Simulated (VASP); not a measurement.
# TiC: convergence, surface energy

TiC, slab, 18 atoms in the cell. PBE; PAW potentials Ti_sv, C (PBE set). VASP 6.6.1.

Wanted: surface energy, atoms not relaxed within 0.02 J/m²; face levels within 0.04 eV.

Crystal: TiC, Fm-3m; Face: (2 1 1); Atomic planes: 9; Starting cell: bulk cell relaxed first with the same functional.

Face levels: vacuum level at each face, counted from the Fermi level.

The series start from vacuum (Å): 12; k spacing (1/Å): 0.25; Smearing SIGMA (eV): 0.1; Cutoff ENCUT (eV): 525; SCF threshold EDIFF (eV): 1e-6; PREC: Accurate; LREAL: .FALSE.; ALGO: Normal; atomic planes: 9. Each series keeps the choices made before it, and each single choice may use up half of a tolerance. Times cover all steps of a run.

## Vacuum (Å)

| Vacuum (Å) | Surface energy, atoms not relaxed (J/m²) | Face levels, largest deviation (eV) | Time (s) |
|---|---|---|---|
| 5 | 4.656 | 0.247 | 98 |
| 7 | 4.678 | 0.054 | 115 |
| 9 | 4.679 | 0.050 | 131 |
| 12 | 4.678 | 0.002 | 196 |
| 15 | 4.678 | 0.001 | 231 |
| 20 (reference) | 4.676 | 0.000 | 308 |

## k spacing (1/Å)

| k spacing (1/Å) | Surface energy, atoms not relaxed (J/m²) | Face levels, largest deviation (eV) | Time (s) |
|---|---|---|---|
| 0.6 | 4.712 | 0.003 | 75 |
| 0.45 | 4.696 | 0.036 | 65 |
| 0.35 | 4.674 | 0.024 | 103 |
| 0.25 | 4.678 | 0.023 | 196 |
| 0.2 | 4.681 | 0.003 | 261 |
| 0.15 | 4.683 | 0.002 | 425 |
| 0.12 (reference) | 4.684 | 0.000 | 574 |

## Smearing SIGMA (eV)

| Smearing SIGMA (eV) | Surface energy, atoms not relaxed (J/m²) | Face levels, largest deviation (eV) | Time (s) |
|---|---|---|---|
| 0.4 | 4.684 | 0.033 | 334 |
| 0.3 | 4.681 | 0.028 | 320 |
| 0.2 | 4.681 | 0.012 | 285 |
| 0.1 | 4.681 | 0.000 | 261 |
| 0.05 (reference) | 4.681 | 0.000 | 255 |

## Cutoff ENCUT (eV)

| Cutoff ENCUT (eV) | Surface energy, atoms not relaxed (J/m²) | Face levels, largest deviation (eV) | Time (s) |
|---|---|---|---|
| 320 | 4.678 | 0.004 | 102 |
| 400 | 4.680 | 0.001 | 222 |
| 460 | 4.682 | 0.000 | 236 |
| 525 | 4.681 | 0.001 | 285 |
| 600 | 4.682 | 0.001 | 288 |
| 725 (reference) | 4.683 | 0.000 | 525 |

## Question

The rows run from the loosest to the tightest. For each series: choose the loosest value from which every tighter one stays within half of the tolerance.

## Answer

- vacuum (Å): 12
- k spacing (1/Å): 0.2
- Smearing SIGMA (eV): 0.2
- Cutoff ENCUT (eV): 320

## All choices together

| Input | Surface energy, atoms not relaxed (J/m²) | Face levels, largest deviation (eV) | Time (s) |
|---|---|---|---|
| program defaults, thin vacuum, coarse mesh (naive) | 4.696 | 0.133 | 16 |
| chosen settings | 4.678 | 0.024 | 102 |
| reference settings throughout | 4.684 | 0.000 | 1484 |

The chosen settings stay within the tolerance of the reference run, but the reference itself isn't shown to be converged in: SCF threshold EDIFF (eV), atomic planes.

Values of the reference run: Face levels: 4.007, 4.007 eV.

## The input

INCAR.step1:
```
SYSTEM = TiC
ALGO     = Normal         ! electronic algorithm
EDIFF    = 1E-6           ! SCF threshold, eV
ENCUT    = 320            ! plane-wave cutoff, eV
GGA      = PE             ! functional
ISMEAR   = 1              ! smearing method
KPAR     = 8            
LASPH    = .TRUE.         ! aspherical terms in the spheres
LCHARG   = .FALSE.        ! write CHGCAR
LREAL    = .FALSE.        ! projectors in reciprocal space
LWAVE    = .FALSE.        ! write WAVECAR
NELM     = 120            ! most SCF steps
PREC     = Accurate       ! precision mode
SIGMA    = 0.2            ! smearing width, eV
```

INCAR.step2, as INCAR.step1 but for:
```
+ DIPOL = 0.5 0.5 0.5
+ IDIPOL = 3
+ LDIPOL = .TRUE.
+ LVACPOTAV = .TRUE.
+ LVHAR = .TRUE.
```

KPOINTS.step1:
```
Automatic mesh
0
Gamma
  5 11 60
  0 0 0
```

KPOINTS.step2:
```
Automatic mesh
0
Gamma
  5 11 1
  0 0 0
```

POSCAR.step1:
```
TiC
1.0
    7.5058929886      0.0000000000      0.0000000000
    0.0000000000      3.0642679809      0.0000000000
   -2.5019643295      1.5321339905      0.8845779719
Ti C
1 1
Direct
    0.0000000000      0.0000000000      0.0000000000
    0.5000000000      0.0000000000      0.0000000000
```

POSCAR.step2:
```
TiC
1.0
    7.5058929886      0.0000000000      0.0000000000
    0.0000000000      3.0642679809      0.0000000000
    0.0000000000      0.0000000000     19.0766237744
Ti C
9 9
Direct
    0.8333333333      0.2500000000      0.3145210636
    0.5000000000      0.7500000000      0.3608907977
    0.1666666667      0.2500000000      0.4072605318
    0.8333333333      0.7500000000      0.4536302659
    0.5000000000      0.2500000000      0.5000000000
    0.1666666667      0.7500000000      0.5463697341
    0.8333333333      0.2500000000      0.5927394682
    0.5000000000      0.7500000000      0.6391092023
    0.1666666667      0.2500000000      0.6854789364
    0.3333333333      0.2500000000      0.3145210636
    0.0000000000      0.7500000000      0.3608907977
    0.6666666667      0.2500000000      0.4072605318
    0.3333333333      0.7500000000      0.4536302659
    0.0000000000      0.2500000000      0.5000000000
    0.6666666667      0.7500000000      0.5463697341
    0.3333333333      0.2500000000      0.5927394682
    0.0000000000      0.7500000000      0.6391092023
    0.6666666667      0.2500000000      0.6854789364
```

Commands (each step's output is kept before the next begins):
```
cat potpaw_PBE.64/Ti_sv/POTCAR potpaw_PBE.64/C/POTCAR > POTCAR
cp INCAR.step1 INCAR
cp KPOINTS.step1 KPOINTS
cp POSCAR.step1 POSCAR
mpirun -np 8 vasp_std > vasp.out
rm WAVECAR CHG
cp INCAR.step2 INCAR
cp KPOINTS.step2 KPOINTS
cp POSCAR.step2 POSCAR
mpirun -np 8 vasp_std > vasp.out
```

Limits: The atoms keep their starting positions, so the number serves for convergence, not as the relaxed result.

The chosen input took VASP 6.6.1 102 s on 8 cores (Intel Xeon 6975P-C (Granite Rapids)), a shared host.

## An input that fails: vacuum far too thin

It runs to its end, but against the unchanged starting input it is off by 1.827 J/m² in the surface energy, atoms not relaxed, 3.090 eV in the face levels.

Vacuum (Å): 12 becomes 2.
